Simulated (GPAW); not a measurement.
The system is MoP.

```xyz
2
Lattice="3.2230 0.0000 0.0000 -1.6115 2.7912 0.0000 0.0000 0.0000 3.1910" Properties=species:S:1:pos:R:3 pbc="T T T"
Mo    0.0000    0.0000    0.0000
P     0.0000    1.8608    1.5955
```

```yaml
Program: GPAW 26.7.0
Task: relaxation of cell and atoms
Functional: PBEsol
Potentials_or_basis: PAW data sets generated in the run's folder for this functional
Cutoff: 600 eV
Basis: pw
k_mesh: 7 × 7 × 6
Occupations: fermi-dirac, width 0.05 eV
Spin: no spin polarisation
```

At the start: pressure -3.4 GPa; volume 14.35 Å³/atom.

Task: How do energy, volume and symmetry change on relaxing?

Result: Over 9 steps the energy falls by 2.4 meV/atom and the volume is 14.15 Å³/atom (-1.4 %); space group P-6m2 (No. 187, to 0.05 Å).

The path:
```tsv
step	energy change (eV)	largest force (eV/Å)	pressure (GPa)	volume (Å³)
1	0.0000	0.0000	-3.44	28.71
2	-0.0025	0.0000	-2.35	28.57
3	-0.0046	0.0000	-0.47	28.35
4	-0.0037	0.0000	1.63	28.12
5	-0.0039	0.0000	1.50	28.13
6	-0.0041	0.0000	1.24	28.16
7	-0.0044	0.0000	0.88	28.20
8	-0.0046	0.0000	0.45	28.25
9	-0.0047	0.0000	-0.01	28.31
```

Final structure:
```cif
data_structure
_symmetry_space_group_name_H-M 'P 1'
_symmetry_Int_Tables_number 1
_cell_length_a 3.2121
_cell_length_b 3.2121
_cell_length_c 3.1679
_cell_angle_alpha 90.000
_cell_angle_beta 90.000
_cell_angle_gamma 120.000
_cell_volume 28.31
loop_
_atom_site_label
_atom_site_type_symbol
_atom_site_fract_x
_atom_site_fract_y
_atom_site_fract_z
_atom_site_occupancy
Mo1 Mo 0.00000 0.00000 0.00000 1
P1 P 0.33333 0.66667 0.50000 1
```

Caveat: later steps reuse the first step's grids.
